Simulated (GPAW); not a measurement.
# CoO (Fm-3m) in GPAW: notebook

One crystal, CoO, is run at these levels: PBE+D3(BJ), PBE+D4; tasks: relaxation of cell and atoms.

Program: GPAW 26.7.0. These are calculated values, not measurements. Logs are shortened: lines on timing, memory, paths and dates and some standing lists are left out, and cuts for length are marked. The log counts tension as positive stress, the text compression.

**1. The structure**

The structure is cubic, space group Fm-3m (No. 225). Conventional cell: a = 4.263 Å, b = 4.263 Å, c = 4.263 Å, α = 90.00°, β = 90.00°, γ = 90.00°. Co (site symmetry m-3m) has 6 O at 2.13 Å as nearest neighbours. O (site symmetry m-3m) is surrounded by 6 Co at 2.13 Å.

**2. Relaxation of cell and atoms, PBE+D3(BJ), collinear spin, ferromagnetic start, target pressure 2 GPa, at which the enthalpy is minimised**

run.py reads:

```python
from ase import Atoms
from ase.calculators.mixing import SumCalculator
from ase.filters import FrechetCellFilter
from ase.io import write
from ase.optimize import BFGS
from ase.units import GPa
from dftd3.ase import DFTD3
from gpaw import GPAW, PW

atoms = Atoms(['Co', 'O'],
              cell=[[0.0, 2.1315, 2.1315],
                    [2.1315, 0.0, 2.1315],
                    [2.1315, 2.1315, 0.0]],
              scaled_positions=[[0.0, 0.0, 0.0],
                                [0.5, 0.5, 0.5]],
              pbc=True)
atoms.set_initial_magnetic_moments([2.0, 0.0])

calc = GPAW(mode=PW(800),
            xc='PBE',
            kpts={'size': (11, 11, 11), 'gamma': True},
            occupations={'name': 'fermi-dirac', 'width': 0.05},
            nbands=17,
            convergence={'density': 1e-05, 'forces': 0.0001},
            maxiter=150,
            txt='gpaw.txt')
atoms.calc = SumCalculator([calc, DFTD3(method='pbe', damping='d3bj')])
opt = BFGS(FrechetCellFilter(atoms, scalar_pressure=2 * GPa), trajectory='relax.traj', logfile='-')
done = opt.run(fmax=0.02, steps=60)
calc.write('gs.gpw')
write('result.traj', atoms)
print('Converged:', done)
print('Cell:', atoms.cell.cellpar().round(4))
print('Volume:', round(atoms.get_volume(), 4))
print(atoms.get_scaled_positions().round(5))
```

Potentials or basis: GPAW PAW data sets (gpaw-data 1.2.1), pw.

Launch:

```bash
> OMP_NUM_THREADS=1 python run.py
```

gpaw.txt:

```text
__  _  _
 | _ |_)|_||  |
 |__||  | ||/\| - 26.7.0

Input parameters:
  mode=PW(ecut=800.0),
  convergence={'density': 1e-05, 'forces': 0.0001},
  kpts=MonkhorstPack(size=(11, 11, 11), gamma=True),
  maxiter=150,
  nbands=17,
  occupations=Occupations(name='fermi-dirac', width=0.05),
  xc=XC(name='PBE')

Diagonalizing LCAO Hamiltonian
Converting LCAO to pw mode

              O

       Co

Atoms  # Å, Bohr magnetons
|   | symbol |        x |        y |        z |    initial magnetic moments |
|---|--------|----------|----------|----------|-----------------------------|
| 0 |     Co | 0.000000 | 0.000000 | 0.000000 | ( 0.0000,  0.0000,  2.0000) |
| 1 |      O | 2.131500 | 2.131500 | 2.131500 | ( 0.0000,  0.0000,  0.0000) |

Unit cell  # Å
| periodic |        x |        y |        z |  lengths |    angles |
|----------|----------|----------|----------|----------|-----------|
|      yes | 0.000000 | 2.131500 | 2.131500 | 3.014396 | 60.000000 |
|      yes | 2.131500 | 0.000000 | 2.131500 | 3.014396 | 60.000000 |
|      yes | 2.131500 | 2.131500 | 0.000000 | 3.014396 | 60.000000 |

Number of symmetries: 48
Symmetry operations  # r_c * U_cc + t_c -> r_c
|    | kind |            matrix            |
|----|------|------------------------------|
|  0 |  σ   |  1, 0, 0,  1, 0,-1,  1,-1, 0 |
|  1 |  C2  |  1, 0, 0,  1,-1, 0,  1, 0,-1 |
|  2 |  E   |  1, 0, 0,  0, 1, 0,  0, 0, 1 |
|  3 |  σ   |  1, 0, 0,  0, 0, 1,  0, 1, 0 |
|  4 |  C4  |  1, 0,-1,  1, 0, 0,  1,-1, 0 |
|  5 |  S6  |  1, 0,-1,  1,-1, 0,  1, 0, 0 |
|  6 |  σ   |  1, 0,-1,  0, 1,-1,  0, 0,-1 |
|  7 |  C3  |  1, 0,-1,  0, 0,-1,  0, 1,-1 |
|  8 |  S6  |  1,-1, 0,  1, 0, 0,  1, 0,-1 |
[... 260 lines left out ...]
Atoms  # Å, Bohr magnetons
|   | symbol |         x |        y |        z |    initial magnetic moments |
|---|--------|-----------|----------|----------|-----------------------------|
| 0 |     Co | -0.000000 | 0.000000 | 0.000000 | ( 0.0000,  0.0000,  2.5279) |
| 1 |      O |  2.124578 | 2.124578 | 2.124578 | ( 0.0000,  0.0000,  0.2336) |

Unit cell  # Å
| periodic |         x |         y |         z |  lengths |    angles |
|----------|-----------|-----------|-----------|----------|-----------|
|      yes | -0.000000 |  2.124578 |  2.124578 | 3.004607 | 60.000000 |
|      yes |  2.124578 | -0.000000 |  2.124578 | 3.004607 | 60.000000 |
|      yes |  2.124578 |  2.124578 | -0.000000 | 3.004607 | 60.000000 |

Number of symmetries: 48
Symmetry operations  # r_c * U_cc + t_c -> r_c
|    | kind |            matrix            |
|----|------|------------------------------|
|  0 |  σ   |  1, 0, 0,  1, 0,-1,  1,-1, 0 |
[... 1688 lines left out ...]
|----------|----------|-----------|-----------|----------|-----------|
|      yes | 0.000000 |  2.125740 |  2.125740 | 3.006250 | 60.000000 |
|      yes | 2.125740 | -0.000000 |  2.125740 | 3.006250 | 60.000000 |
|      yes | 2.125740 |  2.125740 | -0.000000 | 3.006250 | 60.000000 |

Number of symmetries: 48
Symmetry operations  # r_c * U_cc + t_c -> r_c
|    | kind |            matrix            |
|----|------|------------------------------|
|  0 |  σ   |  1, 0, 0,  1, 0,-1,  1,-1, 0 |
|  1 |  C2  |  1, 0, 0,  1,-1, 0,  1, 0,-1 |
|  2 |  E   |  1, 0, 0,  0, 1, 0,  0, 0, 1 |
|  3 |  σ   |  1, 0, 0,  0, 0, 1,  0, 1, 0 |
|  4 |  C4  |  1, 0,-1,  1, 0, 0,  1,-1, 0 |
|  5 |  S6  |  1, 0,-1,  1,-1, 0,  1, 0, 0 |
|  6 |  σ   |  1, 0,-1,  0, 1,-1,  0, 0,-1 |
|  7 |  C3  |  1, 0,-1,  0, 0,-1,  0, 1,-1 |
|  8 |  S6  |  1,-1, 0,  1, 0, 0,  1, 0,-1 |
[... 254 lines left out ...]
       Co

Atoms  # Å, Bohr magnetons
|   | symbol |         x |        y |         z |    initial magnetic moments |
|---|--------|-----------|----------|-----------|-----------------------------|
| 0 |     Co | -0.000000 | 0.000000 | -0.000000 | ( 0.0000,  0.0000,  2.5155) |
| 1 |      O |  2.127621 | 2.127621 |  2.127621 | ( 0.0000,  0.0000,  0.2308) |

Unit cell  # Å
| periodic |        x |         y |        z |  lengths |    angles |
|----------|----------|-----------|----------|----------|-----------|
|      yes | 0.000000 |  2.127621 | 2.127621 | 3.008910 | 60.000000 |
|      yes | 2.127621 | -0.000000 | 2.127621 | 3.008910 | 60.000000 |
|      yes | 2.127621 |  2.127621 | 0.000000 | 3.008910 | 60.000000 |
[... 529 lines left out ...]
No gap
No difference between direct/indirect transitions

Stress tensor  # eV/Ang^3
|         x |        y |         z |
|-----------|----------|-----------|
|  0.002106 | 0.000000 | -0.000000 |
|  0.000000 | 0.002106 |  0.000000 |
| -0.000000 | 0.000000 |  0.002106 |

Forces  # eV/Ang
|       x |        y |        z |
|---------|----------|----------|
| 0.00000 |  0.00000 | -0.00000 |  # Co   0
| 0.00000 | -0.00000 | -0.00000 |  # O    1

Interpolating wave functions to new cell

              O

       Co

Atoms  # Å, Bohr magnetons
|   | symbol |         x |        y |         z |    initial magnetic moments |
|---|--------|-----------|----------|-----------|-----------------------------|
| 0 |     Co | -0.000000 | 0.000000 | -0.000000 | ( 0.0000,  0.0000,  2.5189) |
| 1 |      O |  2.126976 | 2.126976 |  2.126976 | ( 0.0000,  0.0000,  0.2315) |

Unit cell  # Å
| periodic |        x |         y |         z |  lengths |    angles |
|----------|----------|-----------|-----------|----------|-----------|
|      yes | 0.000000 |  2.126976 |  2.126976 | 3.007998 | 60.000000 |
|      yes | 2.126976 | -0.000000 |  2.126976 | 3.007998 | 60.000000 |
|      yes | 2.126976 |  2.126976 | -0.000000 | 3.007998 | 60.000000 |

Number of symmetries: 48
Symmetry operations  # r_c * U_cc + t_c -> r_c
|    | kind |            matrix            |
|----|------|------------------------------|
|  0 |  σ   |  1, 0, 0,  1, 0,-1,  1,-1, 0 |
|  1 |  C2  |  1, 0, 0,  1,-1, 0,  1, 0,-1 |
|  2 |  E   |  1, 0, 0,  0, 1, 0,  0, 0, 1 |
|  3 |  σ   |  1, 0, 0,  0, 0, 1,  0, 1, 0 |
|  4 |  C4  |  1, 0,-1,  1, 0, 0,  1,-1, 0 |
|  5 |  S6  |  1, 0,-1,  1,-1, 0,  1, 0, 0 |
|  6 |  σ   |  1, 0,-1,  0, 1,-1,  0, 0,-1 |
|  7 |  C3  |  1, 0,-1,  0, 0,-1,  0, 1,-1 |
|  8 |  S6  |  1,-1, 0,  1, 0, 0,  1, 0,-1 |
[... 173 lines left out ...]
SCF iterations
|iter     | |      energy | eigst |  dens |force |  magmom |
|---------|-|-------------|-------|-------|------|---------|
|iter:   1| |  -14.466883 | -5.05 |       |      |  +2.9168|
|iter:   2| |  -14.466894 | -7.44c| -3.16 |      |  +2.9167|
|iter:   3| |  -14.466967c| -6.23 | -3.20 |      |  +2.9164|
|iter:   4| |  -14.466990c| -7.36 | -3.52 |      |  +2.9162|
|iter:   5| |  -14.466994c| -8.07c| -3.84 |      |  +2.9162|
|iter:   6| |  -14.466997c| -8.34c| -4.00 |      |  +2.9160|
|iter:   7| |  -14.466997c| -8.66c| -4.95 |      |  +2.9159|
|iter:   8| |  -14.466996c| -9.10c| -5.09c|      |  +2.9159|
|iter:   9| |  -14.466996c| -9.66c| -5.67c|-24.29c|  +2.9159|
[... 58 lines left out ...]
Forces  # eV/Ang
|       x |        y |       z |
|---------|----------|---------|
| 0.00000 |  0.00000 | 0.00000 |  # Co   0
| 0.00000 | -0.00000 | 0.00000 |  # O    1

# Writing to gs.gpw (mode='')
```

Run time: 2 min. Hardware: 1 thread of AMD EPYC 9R45 (Zen 5), shared host; peak memory 0.37 GiB.

Results:

```
Free energy                                            : -15.0006 eV
Relaxed volume                                         : 9.62 Å³/atom
Relaxed cell                                           : a = 3.008 Å, b = 3.008 Å, c = 3.008 Å, α = 60.00°, β = 60.00°, γ = 60.00°
Space group after relaxing (to 0.05 Å)                 : Fm-3m (No. 225)
Energy change on relaxing (the enthalpy is what falls) : -1.1 meV/atom
Ionic steps                                            : 11
Pressure after relaxing                                : 2.3 GPa
Band gap on the k mesh                                 : none (metal or under the smearing width)
Net moment                                             : 2.92 μB per cell
Site moments                                           : Co +2.52; O +0.23 μB
Dispersion energy per atom                             : -0.258 eV
```

Step by step:
| step | energy change (eV) | largest force (eV/Å) | pressure (GPa) | volume (Å³) |
| --- | --- | --- | --- | --- |
| 1 | 0.0000 | 0.0000 | -5.53 | 19.37 |
| 2 | 0.0040 | 0.0000 | 35.93 | 19.18 |
| 3 | -0.0010 | 0.0000 | -4.92 | 19.33 |
| 4 | -0.0017 | 0.0000 | -4.10 | 19.31 |
| 5 | 0.0313 | 0.0000 | 88.00 | 19.12 |
| 6 | -0.0020 | 0.0000 | -3.47 | 19.29 |
| 7 | -0.0022 | 0.0000 | -2.76 | 19.28 |
| 8 | -0.0007 | 0.0000 | 13.67 | 19.21 |
| 9 | -0.0024 | 0.0000 | -0.65 | 19.26 |
| 10 | -0.0023 | 0.0000 | 0.78 | 19.25 |
| 11 | -0.0023 | 0.0000 | 2.32 | 19.24 |

Final structure:
```yaml
crystal:
  lattice:
    - [0.00000, 2.12698, 2.12698]
    - [2.12698, 0.00000, 2.12698]
    - [2.12698, 2.12698, 0.00000]
  atoms:
    - { symbol: Co, position: [0.00000, 0.00000, 0.00000] }
    - { symbol: O, position: [0.50000, 0.50000, 0.50000] }
```

Levels at points of the mesh, in eV from the Fermi level:
Spin up:
```csv
k point,band 6,band 7,band 8,band 9,band 10,band 11,band 12,band 13
"(0.00, 0.00, 0.00)",-3.24,-3.10,-3.10,-3.10,0.87,16.78,17.99,17.99
```
Spin down:
| k point | band 3 | band 4 | band 5 | band 6 | band 7 | band 8 | band 9 | band 10 |
| --- | --- | --- | --- | --- | --- | --- | --- | --- |
| (0.00, 0.00, 0.00) | -2.70 | -2.70 | -1.12 | -1.12 | -1.12 | 0.06 | 0.06 | 1.41 |

Caveat: each step starts from the last one's moments, so a moment once lost doesn't come back; later steps reuse the first step's grids; a cell with one magnetic atom can't hold antiferromagnetic order, which such compounds often take; semilocal functionals often make such compounds metallic where correlation or magnetic order opens a gap, which also shifts bond lengths; pairwise dispersion overbinds metals, which lowers pressure and volume. With open d or f shells a metallic result of PBE can be an artefact of self-interaction; +U or a hybrid may open a gap.

**3. Relaxation of cell and atoms, PBE+D4, collinear spin, ferromagnetic start**

run.py, as its differences from that of step 2:

```diff
@@ -5,4 +5,3 @@
 from ase.optimize import BFGS
-from ase.units import GPa
-from dftd3.ase import DFTD3
+from dftd4.ase import DFTD4
 from gpaw import GPAW, PW
@@ -26,4 +25,4 @@
             txt='gpaw.txt')
-atoms.calc = SumCalculator([calc, DFTD3(method='pbe', damping='d3bj')])
-opt = BFGS(FrechetCellFilter(atoms, scalar_pressure=2 * GPa), trajectory='relax.traj', logfile='-')
+atoms.calc = SumCalculator([calc, DFTD4(method='pbe')])
+opt = BFGS(FrechetCellFilter(atoms), trajectory='relax.traj', logfile='-')
 done = opt.run(fmax=0.02, steps=60)
```

Potentials or basis: GPAW PAW data sets (gpaw-data 1.2.1), pw.

Launch:

```bash
> OMP_NUM_THREADS=1 python run.py
```

Run time: 86 s. Hardware: 1 thread of AMD EPYC 9R45 (Zen 5), shared host; peak memory 0.36 GiB.

The run converged. Its results:

- Free energy: -15.0395 eV
- Relaxed volume: 9.42 Å³/atom
- Relaxed cell: a = 2.987 Å, b = 2.987 Å, c = 2.987 Å, α = 60.00°, β = 60.00°, γ = 60.00°
- Space group after relaxing (to 0.05 Å): Fm-3m (No. 225)
- Energy gained by relaxing: 3.1 meV/atom
- Ionic steps: 3
- Pressure after relaxing: 0.1 GPa
- Band gap on the k mesh: none (metal or under the smearing width)
- Net moment: 2.87 μB per cell
- Site moments: Co +2.48; O +0.22 μB
- Dispersion energy per atom: -0.280 eV

Step by step:
```csv
step,energy change (eV),largest force (eV/Å),pressure (GPa),volume (Å³)
1,0.0000,0.0000,-4.54,19.37
2,-0.0026,0.0000,-3.58,19.25
3,-0.0063,0.0000,0.08,18.85
```

Final structure:
```cif
data_structure
_symmetry_space_group_name_H-M 'P 1'
_symmetry_Int_Tables_number 1
_cell_length_a 2.9872
_cell_length_b 2.9872
_cell_length_c 2.9872
_cell_angle_alpha 59.998
_cell_angle_beta 59.998
_cell_angle_gamma 59.998
_cell_volume 18.85
loop_
_atom_site_label
_atom_site_type_symbol
_atom_site_fract_x
_atom_site_fract_y
_atom_site_fract_z
_atom_site_occupancy
Co1 Co 0.00000 0.00000 0.00000 1
O1 O 0.50000 0.50000 0.50000 1
```

Levels at points of the mesh, in eV from the Fermi level:
Spin up:
```tsv
k point	band 7	band 8	band 9	band 10	band 11	band 12
(0.00, 0.00, 0.00)	-3.11	-3.11	-3.11	0.98	16.85	18.15
```
Spin down:
| k point | band 3 | band 4 | band 5 | band 6 | band 7 | band 8 | band 9 | band 10 |
| --- | --- | --- | --- | --- | --- | --- | --- | --- |
| (0.00, 0.00, 0.00) | -2.81 | -2.81 | -1.17 | -1.17 | -1.17 | 0.03 | 0.03 | 1.51 |

Caveat: each step starts from the last one's moments, so a moment once lost doesn't come back; later steps reuse the first step's grids; a cell with one magnetic atom can't hold antiferromagnetic order, which such compounds often take; semilocal functionals often make such compounds metallic where correlation or magnetic order opens a gap, which also shifts bond lengths; pairwise dispersion overbinds metals, which lowers pressure and volume. With open d or f shells a metallic result of PBE can be an artefact of self-interaction; +U or a hybrid may open a gap.
